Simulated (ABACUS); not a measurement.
# MoP (P-6m2) in ABACUS: reference runs

Aim: a first look at MoP with PBE, on the cell as given and on a disturbed one.

Program: ABACUS 3.10.1. These are calculated values, not measurements. Logs are shortened: lines on timing, memory, paths and dates and some standing lists are left out, and cuts for length are marked.

## Step 1: The crystal as given

Symmetry: P-6m2, No. 187, hexagonal system. The conventional cell has a = 3.223 Å, b = 3.223 Å, c = 3.191 Å, α = 90.00°, β = 90.00°, γ = 120.00°. Mo (site symmetry -6m2) is surrounded by 6 P at 2.45 Å. P (site symmetry -6m2) is surrounded by 6 Mo at 2.45 Å.

## Step 2: Single point, PBE

The input, INPUT:

```
INPUT_PARAMETERS
suffix              MoP
calculation         scf
basis_type          pw
pseudo_dir          ./
symmetry            1
dft_functional      pbe
ecutwfc             81
pseudo_rcut         10
nspin               1
nbands              14
ks_solver           dav
smearing_method     fd
smearing_sigma      0.00367493
scf_thr             1e-08
scf_nmax            100
mixing_type         broyden
mixing_beta         0.7
cal_force           1
cal_stress          1
kpar                4
```

The input, STRU:

```
ATOMIC_SPECIES
Mo 95.9500 Mo.upf
P 30.9738 P.upf

LATTICE_CONSTANT
1.8897261246

LATTICE_VECTORS
3.2230000000 0.0000000000 0.0000000000
-1.6115000000 2.7911998764 0.0000000000
0.0000000000 0.0000000000 3.1910000000

ATOMIC_POSITIONS
Direct

Mo
0.0
1
0.0000000000 0.0000000000 0.0000000000 1 1 1

P
0.0
1
0.3333333333 0.6666666667 0.5000000000 1 1 1
```

The input, KPT:

```
K_POINTS
0
Gamma
10 10 8 0 0 0
```

Potentials or basis: PseudoDojo NC SR 0.4.1 PBE standard, plane waves.

Launch:

```sh
$ OMP_NUM_THREADS=1 mpirun -np 4 abacus > log
```

running log:

```text
ABACUS v3.10.1

               Atomic-orbital Based Ab-initio Computation at UStc

 ------------------------------------------------------------------------------------

 READING GENERAL INFORMATION
                           global_out_dir = OUT.MoP/
                           global_in_card = INPUT
                               pseudo_dir = ./
                              orbital_dir =
                                    DSIZE = 4
                                    GSIZE = 1

 READING UNITCELL INFORMATION
                                    ntype = 2
                  lattice constant (Bohr) = 1.88973
              lattice constant (Angstrom) = 1

 READING ATOM TYPE 1
                               atom label = Mo
                      L=0, number of zeta = 1
                      L=1, number of zeta = 1
                      L=2, number of zeta = 1
             number of atom for this type = 1

 READING ATOM TYPE 2
                               atom label = P
                      L=0, number of zeta = 1
                      L=1, number of zeta = 1
                      L=2, number of zeta = 1
             number of atom for this type = 1

                        TOTAL ATOM NUMBER = 2
DIRECT COORDINATES
    atom                   x                   y                   z     mag                  vx                  vy                  vz
taud_Mo1            0.0000000000        0.0000000000        0.0000000000  0.0000        0.0000000000        0.0000000000        0.0000000000
taud_P1            0.3333333333        0.6666666667        0.5000000000  0.0000        0.0000000000        0.0000000000        0.0000000000

                          Volume (Bohr^3) = 193.72
                             Volume (A^3) = 28.7063

 Lattice vectors: (Cartesian coordinate: in unit of a_0)
               +3.223                  +0                  +0
              -1.6115             +2.7912                  +0
                   +0                  +0              +3.191
 Reciprocal vectors: (Cartesian coordinate: in unit of 2 pi/a_0)
             +0.31027           +0.179134                  -0
                   -0           +0.358269                  -0
                   +0                  -0           +0.313381
 The esolver type has been set to : ksdft_pw

                PAO radial cut off (Bohr) = 10

 Read in pseudopotential file is Mo.upf
                     pseudopotential type = NC
          exchange-correlation functional = PBE
                 nonlocal core correction = 1
                        valence electrons = 14
                                     lmax = 2
                           number of zeta = 4
                     number of projectors = 6
                           L of projector = 0
[... 5 lines left out ...]
                PAO radial cut off (Bohr) = 10

 Read in pseudopotential file is P.upf
                     pseudopotential type = NC
          exchange-correlation functional = PBE
                 nonlocal core correction = 1
                        valence electrons = 5
                                     lmax = 2
                           number of zeta = 2
                     number of projectors = 6
                           L of projector = 0
                           L of projector = 0
                           L of projector = 1
                           L of projector = 1
                           L of projector = 2
                           L of projector = 2
     initial pseudo atomic orbital number = 14

 SETUP THE ELECTRONS NUMBER
            electron number of element Mo = 14
      total electron number of element Mo = 14
             electron number of element P = 5
       total electron number of element P = 5
            AUTOSET number of electrons:  = 19
                           occupied bands = 10
                                   NBANDS = 14
                                   NLOCAL = 18

%%%%%%%%%%%%%%%%%%%%%%%%%%%%%%%%%%%%%%%%%%%%%%%%%%%%%%%%%%%%%%%%%%%%%%%%%%%%%%%%%%%%%%%%%%%%%%%%%%%%%%%%%%
 Warning: the number of valence electrons in pseudopotential > 6 for Mo: [Kr] 4d5 5s1
 Pseudopotentials with additional electrons can yield (more) accurate outcomes, but may be less efficient.
 If you're confident that your chosen pseudopotential is appropriate, you can safely ignore this warning.
%%%%%%%%%%%%%%%%%%%%%%%%%%%%%%%%%%%%%%%%%%%%%%%%%%%%%%%%%%%%%%%%%%%%%%%%%%%%%%%%%%%%%%%%%%%%%%%%%%%%%%%%%%

 SETUP THE PLANE WAVE BASIS
 energy cutoff for charge/potential (unit:Ry) = 324
            fft grid for charge/potential = [ 36, 36, 36 ]
                        fft grid division = [ 1, 1, 1 ]
        big fft grid for charge/potential = [ 36, 36, 36 ]
                                     nbxx = 46656
                                     nrxx = 46656

 SETUP PLANE WAVES FOR CHARGE/POTENTIAL
                    number of plane waves = 19085
                         number of sticks = 835

[... 73 lines left out ...]
                             BRAVAIS TYPE = 4
                     BRAVAIS LATTICE NAME = 04. Hexagonal cell
                                    ibrav = 4
                       right hand lattice = 1
                        ROTATION MATRICES = 24
                               nkstot_ibz = 70
K-POINTS REDUCTION ACCORDING TO SYMMETRY
     IBZ    DIRECT_X    DIRECT_Y    DIRECT_Z  WEIGHT  ibz2bz
       1  0.00000000  0.00000000  0.00000000  0.0013       0
       2 -0.10000000  0.10000000  0.00000000  0.0075       1
       3 -0.20000000  0.20000000  0.00000000  0.0075       2
       4 -0.30000000  0.30000000  0.00000000  0.0075       3
       5 -0.40000000  0.40000000  0.00000000  0.0075       4
       6  0.50000000  0.50000000  0.00000000  0.0037       5
[... 22 lines left out ...]
      29  0.00000000  0.00000000  0.25000000  0.0025     200
      30 -0.10000000  0.10000000  0.25000000  0.0150     201
[... 40 further k points ...]

                               nkstot now = 70
[... K-POINTS DIRECT COORDINATES: 70 rows ...]

           k-point number in this process = 18
       minimum distributed K point number = 17
[... stars of the k points ...]

[... K-POINTS CARTESIAN COORDINATES: 18 rows ...]

[... K-POINTS DIRECT COORDINATES: 18 rows ...]

 SETUP PLANE WAVES FOR WAVE FUNCTIONS
     energy cutoff for wavefunc (unit:Ry) = 81
              fft grid for wave functions = [ 36, 36, 36 ]
                    number of plane waves = 3343
                         number of sticks = 253

 PARALLEL PW FOR WAVE FUNCTIONS
     PROC   COLUMNS(POT)             PW
        1            253           3343
 --------------- sum -------------------
        1            253           3343

 SETUP NONLOCAL PSEUDOPOTENTIALS IN PLANE WAVE BASIS
 Mo non-local projectors:
 projector 1 L=0
 projector 2 L=0
 projector 3 L=1
 projector 4 L=1
 projector 5 L=2
 projector 6 L=2
 P non-local projectors:
 projector 1 L=0
 projector 2 L=0
 projector 3 L=1
 projector 4 L=1
 projector 5 L=2
 projector 6 L=2
      TOTAL NUMBER OF NONLOCAL PROJECTORS = 36

 Init Non-Local PseudoPotential table :
 Init Non-Local-Pseudopotential done.

                                     npwx = 2411

 Make real space PAO into reciprocal space.
       max mesh points in Pseudopotential = 1001
     dq(describe PAO in reciprocal space) = 0.01
                                    max q = 1084

 number of pseudo atomic orbitals for Mo is 4
WARNING: norm of atomic wavefunction # 3 of atomic type Mo is 0.999963, renormalized
WARNING: norm of atomic wavefunction # 4 of atomic type Mo is 0.999469, renormalized

 number of pseudo atomic orbitals for P is 2
WARNING: norm of atomic wavefunction # 2 of atomic type P is 0.999977, renormalized

 -------------------------------------------
 SELF-CONSISTENT
 -------------------------------------------
                                 init_chg = atomic

 PW ALGORITHM --------------- ION=   1  ELEC=   1--------------------------------

 Density error is 0.279178817776
                          Error Threshold = 0.01
----------------------------------------------------------
     Energy           Rydberg                 eV
----------------------------------------------------------
 E_KohnSham     -154.3821221263      -2100.4765302492
 E_Harris       -158.4988603055      -2156.4876266607
 E_Fermi        1.3490701912         18.3550416026
----------------------------------------------------------
[... 63 lines left out ...]
 Density error is 2.134082612e-09
                          Error Threshold = 3.77958307319e-10
----------------------------------------------------------
     Energy           Rydberg                 eV
----------------------------------------------------------
 E_KohnSham     -154.5071294151      -2102.1773416682
 E_KS(sigma->0) -154.5069738732      -2102.1752254120
 E_Harris       -154.5073685781      -2102.1805956480
 E_band         -4.4250802620        -60.2063056701
 E_one_elec     -28.0138649067       -381.1481857333
 E_Hartree      24.8733018442        338.4186331551
 E_xc           -24.9486036900       -339.4431673280
 E_Ewald        -126.4176515787      -1720.0003892495
 E_entropy(-TS) -0.0003110838        -0.0042325124
 E_descf        0.0000000000         0.0000000000
 E_exx          0.0000000000         0.0000000000
 E_Fermi        1.2777454019         17.3846180592
----------------------------------------------------------

 charge density convergence is achieved
 final etot is -2102.1773417 eV
 EFERMI = 17.384618059 eV

 STATE ENERGY(eV) AND OCCUPATIONS    NSPIN == 1
 1/18 kpoint (Cartesian) = 0.0000 0.0000 0.0000 (2411 pws)
       1       -43.8167     0.00250000
       2       -17.9730     0.00250000
       3       -17.7553     0.00250000
       4       -17.7553     0.00250000
       5        3.46317     0.00250000
       6        13.2169     0.00250000
       7        14.0961     0.00250000
       8        14.0961     0.00250000
       9        16.6872     0.00250000
      10        17.6700    8.27088e-06
      11        17.6700    8.27088e-06
      12        21.5274    2.59366e-39
      13        21.5274    2.59366e-39
      14        22.9636    8.70161e-52
[... 66 lines left out ...]
       1       -43.7841     0.00750000
       2       -18.0965     0.00750000
       3       -17.9265     0.00750000
       4       -17.8344     0.00750000
       5        6.09575     0.00750000
       6        10.1446     0.00750000
       7        13.4576     0.00750000
       8        13.6646     0.00750000
       9        16.1221     0.00750000
      10        16.9709     0.00749809
      11        19.1164    6.80989e-18
      12        19.7575    1.83866e-23
      13        22.0448    2.49378e-43
      14        23.5221    3.67571e-56

[... levels at 12 further k points ...]

------------------------------------------------------------------------------------------
 TOTAL-FORCE (eV/Angstrom)
------------------------------------------------------------------------------------------
                       Mo1         0.0000000000         0.0000000000         0.0000000000
                        P1         0.0000000000         0.0000000000         0.0000000000
------------------------------------------------------------------------------------------

----------------------------------------------------------------
 TOTAL-STRESS (KBAR)
----------------------------------------------------------------
        29.6578936427         0.0000000000        -0.0000000000
         0.0000000000        29.6578936427         0.0000000000
         0.0000000000         0.0000000000        23.6186151944
----------------------------------------------------------------
 TOTAL-PRESSURE: 27.644801 KBAR

 --------------------------------------------
 !FINAL_ETOT_IS -2102.1773416682276547 eV
 --------------------------------------------
```

Wall time 14 s (4 MPI ranks of Intel Xeon Platinum 8259CL at 2.50GHz (Skylake/Cascade Lake), shared host); peak memory 0.32 GiB.

Results:

* Free energy: -2102.1773 eV
* Pressure: 2.8 GPa
* Band gap on the k mesh: none (metal or under the smearing width)

## Step 3: Single point, PBE (atoms moved at random, drawn with an rms of 0.05 Å)

INPUT is that of step 2.

STRU: that of step 2 with these lines changed.

```diff
@@ -18,3 +18,3 @@
 1
-0.0000000000 0.0000000000 0.0000000000 1 1 1
+-0.0042880000 0.0061000000 0.0014200000 1 1 1
 
@@ -23,2 +23,2 @@
 1
-0.3333333333 0.6666666667 0.5000000000 1 1 1
+0.3225830000 0.6739460000 0.4901150000 1 1 1
```

KPT is that of step 2.

Potentials or basis: PseudoDojo NC SR 0.4.1 PBE standard, plane waves.

Launch:

```sh
$ OMP_NUM_THREADS=1 mpirun -np 4 abacus > log
```

Run time: 70 s. Hardware: 4 MPI ranks of Intel Xeon Platinum 8259CL at 2.50GHz (Skylake/Cascade Lake), shared host; peak memory 0.52 GiB.

Results (log left out):

```yaml
Free_energy: -2102.1645 eV
Pressure: 3.0 GPa
Largest_force: 0.601 eV/Å
Band_gap_on_the_k_mesh: none (metal or under the smearing width)
```

Forces in eV/Å, atoms in the order of the input:
```
Mo  -0.330  0.052 -0.500
P    0.330 -0.052  0.500
```

Stress tensor (GPa, compression positive):
```
 3.33 -0.95  0.22
-0.95  3.06 -0.04
 0.22 -0.04  2.60
```

Levels at points of the mesh, in eV from the Fermi level:
```tsv
k point	band 7	band 8	band 9	band 10	band 11	band 12
(0.00, 0.00, 0.00)	-3.32	-3.27	-0.68	0.24	0.34	4.05
(0.50, 0.00, 0.00)	-3.88	-3.73	-1.30	-0.41	1.76	2.39
(0.00, 0.50, 0.00)	-3.92	-3.72	-1.28	-0.39	1.74	2.38
(0.50, 0.50, 0.00)	-3.99	-3.70	-1.27	-0.35	1.70	2.35
(0.00, 0.00, 0.50)	-2.81	-2.62	-1.67	-1.64	1.35	2.83
(0.50, 0.00, 0.50)	-5.31	-4.45	-1.00	1.44	1.85	3.55
(0.00, 0.50, 0.50)	-5.28	-4.42	-1.03	1.44	1.85	3.55
(0.50, 0.50, 0.50)	-5.23	-4.38	-1.06	1.46	1.85	3.58
```
